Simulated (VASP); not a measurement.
# GaAs in VASP 6.6.1, single-point calculation

INCAR

```
ENCUT = 520
ISMEAR = -1
SIGMA = 0.02
NELM = 98
NSW = 0
EDIFF = 1E-7
NBANDS = 16
MAXMIX = 10
ISIF = 2
PREC = Accurate
LASPH = .TRUE.
IBRION = -1
LWAVE = .FALSE.
LCHARG = .FALSE.
GGA = PE
LREAL = .FALSE.
```

KPOINTS

```
KPOINTS created by Atomic Simulation Environment
0
Gamma
8 8 8
0 0 0
```

POSCAR

```
Ga As
 1.0000000000000000
    -0.0000000000000000    2.8330850957320126    2.8330850957320126
     2.8330850957320126    0.0000000000000000    2.8330850957320126
     2.8330850957320126    2.8330850957320126    0.0000000000000000
 Ga  As
   1   1
Cartesian
  0.0000000000000000 -0.0000000000000000  0.0000000000000000
  1.4165425478660063  1.4165425478660063  1.4165425478660063
```

The recommended PBE PAW datasets give the neutral cell 18 valence electrons.

Command

```
mpirun -np 1 vasp_std
```

OSZICAR

```
N       E                     dE             d eps       ncg     rms          rms(c)
DAV:   1     0.825976194983E+02    0.82598E+02   -0.89670E+03   936   0.152E+03
DAV:   2    -0.182530373373E+01   -0.84423E+02   -0.80470E+02  1048   0.308E+02
DAV:   3    -0.831610272735E+01   -0.64908E+01   -0.64692E+01  1160   0.666E+01
DAV:   4    -0.841082715973E+01   -0.94724E-01   -0.94712E-01  1120   0.871E+00
DAV:   5    -0.841222666558E+01   -0.13995E-02   -0.13995E-02  1192   0.987E-01    0.288E+00
DAV:   6    -0.827122142057E+01    0.14101E+00   -0.21078E-01  1424   0.787E+00    0.174E+00
DAV:   7    -0.825176025289E+01    0.19461E-01   -0.63115E-02  1168   0.180E+00    0.560E-01
DAV:   8    -0.825259961665E+01   -0.83936E-03   -0.10227E-02  1080   0.114E+00    0.107E-01
DAV:   9    -0.825299927657E+01   -0.39966E-03   -0.94193E-04  1152   0.363E-01    0.507E-02
DAV:  10    -0.825306607093E+01   -0.66794E-04   -0.71484E-05  1184   0.868E-02    0.276E-02
DAV:  11    -0.825311715407E+01   -0.51083E-04   -0.71782E-05  1032   0.638E-02    0.318E-03
DAV:  12    -0.825311742581E+01   -0.27174E-06   -0.12129E-06  1184   0.152E-02    0.144E-03
DAV:  13    -0.825311775636E+01   -0.33055E-06   -0.54582E-07  1112   0.525E-03    0.679E-04
DAV:  14    -0.825311774666E+01    0.96948E-08   -0.93984E-09   912   0.103E-03
   1 F= -.82531177E+01 E0= -.82531177E+01  d E =-.270252E-07
```

From OUTCAR

```
k-points           NKPTS =     29   k-points in BZ     NKDIM =     29   number of bands    NBANDS=     16

   NELECT =      18.0000    total number of electrons

   dimension x,y,z NGX =    30 NGY =   30 NGZ =   30
   dimension x,y,z NGXF=    60 NGYF=   60 NGZF=   60

  energy-cutoff  :      520.00
  volume of cell :       45.48
      direct lattice vectors                 reciprocal lattice vectors
     0.000000000  2.833085096  2.833085096    -0.176486051  0.176486051  0.176486051
     2.833085096  0.000000000  2.833085096     0.176486051 -0.176486051  0.176486051
     2.833085096  2.833085096  0.000000000     0.176486051  0.176486051 -0.176486051

 k-points in reciprocal lattice and weights: KPOINTS created by Atomic Simulation Env
   0.00000000  0.00000000  0.00000000       0.002
   0.12500000  0.00000000  0.00000000       0.016
   0.25000000  0.00000000  0.00000000       0.016
   0.37500000  0.00000000  0.00000000       0.016
   0.50000000  0.00000000  0.00000000       0.008
   0.12500000  0.12500000  0.00000000       0.012
   0.25000000  0.12500000  0.00000000       0.047
   0.37500000  0.12500000  0.00000000       0.047
   ...

 E-fermi :   4.1173

 k-point     1 :       0.0000    0.0000    0.0000
  band No.  band energies     occupation
      1     -10.9262      2.00000
      2     -10.9262      2.00000
      3     -10.9262      2.00000
      4     -10.8487      2.00000
      5     -10.8487      2.00000
      6      -8.8072      2.00000
      7       3.8711      1.99999
      8       3.8711      1.99999
      9       3.8711      1.99999
     10       4.3414      0.00003
     11       7.5976      0.00000
     12       7.5976      0.00000
     13       7.5976      0.00000
     14      11.4377      0.00000
     15      13.9766      0.00000
     16      13.9766      0.00000

 k-point     2 :       0.1250    0.0000    0.0000
  band No.  band energies     occupation
      1     -10.9392      2.00000
      2     -10.9227      2.00000
      3     -10.9227      2.00000
      4     -10.8488      2.00000
      5     -10.8488      2.00000
      6      -8.6264      2.00000
      7       1.9054      2.00000
      8       3.6373      2.00000
      9       3.6373      2.00000
     10       5.4316      0.00000
     11       7.9425      0.00000
     12       7.9425      0.00000
     13       8.0507      0.00000
     14      12.3688      0.00000
     15      13.1287      0.00000
     16      13.1287      0.00000

 k-point     3 :       0.2500    0.0000    0.0000
  band No.  band energies     occupation
      1     -10.9678      2.00000
      2     -10.9152      2.00000
      3     -10.9152      2.00000
      4     -10.8484      2.00000
      5     -10.8484      2.00000
      6      -8.1216      2.00000
      7      -0.2540      2.00000
      8       3.1991      2.00000
      9       3.1991      2.00000
     10       5.2996      0.00000
     11       8.4583      0.00000
     12       8.4583      0.00000
     13       9.7945      0.00000
     14      12.8201      0.00000
     15      12.8876      0.00000
     16      12.8876      0.00000

 ...

  Total        0.8414038      0.8414038      0.8414038     -0.0000000      0.0000000     -0.0000000
  in kB       29.6419118     29.6419118     29.6419118     -0.0000000      0.0000000     -0.0000000
  external PRESSURE =      29.6419118 kB  Pullay stress =       0.0000000 kB

 POSITION                                       TOTAL-FORCE (eV/Angst)
 -----------------------------------------------------------------------------------
      0.00000      0.00000      0.00000        -0.000000     -0.000000     -0.000000
      1.41654      1.41654      1.41654         0.000000      0.000000      0.000000
 -----------------------------------------------------------------------------------
    total drift:                                0.000002      0.000002      0.000002

  FREE ENERGIE OF THE ION-ELECTRON SYSTEM (eV)
  ---------------------------------------------------
  free  energy   TOTEN  =        -8.2531177467 eV

  energy  without entropy=       -8.2531177196  energy(sigma->0) =       -8.25311773
```

It converged. Results: gap between bands v and c on the k mesh 0.47 eV; least direct gap on the k mesh 0.47 eV; pressure 3.0 GPa. Band v is the last that the valence electrons fill when counted band by band, and c is the next.

For comparison, a separate PBE run of the intended cell, on usual settings and not on those above, gives a gap of 0.47 eV on its mesh and a pressure of 3.0 GPa.

The run above took about 24 s on one core of a shared host (Intel Xeon Platinum 8488C) and held 0.18 GiB at most.
